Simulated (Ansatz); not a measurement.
## Relaxation path: Lu (beta tin type)

DFT, PBE, PAW with Ansatz's default frozen-core files, scalar-relativistic (Ansatz 0.2.0); a Γ-centred 15×15×15 k mesh, Fermi–Dirac smearing of 0.05 eV, no spin polarisation. The run relaxes shape and atoms at held volume.

Command: `ansatz run input.yaml --threads 1 --pin off --max-ram 2048MiB --backend cpu --events-out ev --progress --plain --runs-dir out` It took 39 s on 1 thread of Intel(R) Xeon(R) 6975P-C (Granite Rapids) (shared host), peak memory 0.57 GiB.

PAW: frozen-core files, cutoff 420 eV; forces are relaxed below 0.005 eV/Å.

Each step lists its free energy a cell above the last geometry, the pressure, the cell vectors (Å), and Cartesian positions (Å) with forces (eV/Å).

The first step:

```
step 1  dF = 93.09 meV  P = 87.0 GPa
  cell -2.4248 2.4248 1.2954  2.4248 -2.4248 1.2954  2.4248 2.4248 -1.2954
  Lu 0.0000 -1.2124 -0.3238   0.0000 0.0000 0.0000
  Lu 0.0000 1.2124 0.3238   0.0000 0.0000 0.0000
```

Spin–orbit coupling is left out, which matters for the heavy atoms. The structure type is held throughout; the real material can change phase at far lower pressure.

The symmetry of the start is kept and no stability test is made, so the end need not be the stable phase.

Problem. Where does the relaxation end, and by which steps?

Solution. After 3 geometries, with conventional a, b, c = 4.729, 4.729, 2.725 Å, at 15.232 Å³/atom and 85.5 GPa in space group I4_1/amd, with a shortest distance of 2.460 Å. The further steps:
```
step 2  dF = 4.81 meV  P = 85.8 GPa
  cell -2.3788 2.3788 1.3460  2.3788 -2.3788 1.3460  2.3788 2.3788 -1.3460
  Lu 0.0000 -1.1894 -0.3365   0.0000 0.0000 0.0000
  Lu 0.0000 1.1894 0.3365   0.0000 0.0000 0.0000
step 3  dF = 0.00 meV  P = 85.5 GPa
  cell -2.3643 2.3643 1.3625  2.3643 -2.3643 1.3625  2.3643 2.3643 -1.3625
  Lu 0.0000 -1.1821 -0.3406   0.0000 0.0000 0.0000
  Lu 0.0000 1.1821 0.3406   0.0000 0.0000 0.0000
step 4  dF = -0.27 meV  P = 85.5 GPa  (same geometry on a basis chosen anew; earlier energies don't compare to the last digit)
  cell -2.3643 2.3643 1.3625  2.3643 -2.3643 1.3625  2.3643 2.3643 -1.3625
  Lu 0.0000 -1.1821 -0.3406   0.0000 0.0000 0.0000
  Lu 0.0000 1.1821 0.3406   0.0000 0.0000 0.0000
```
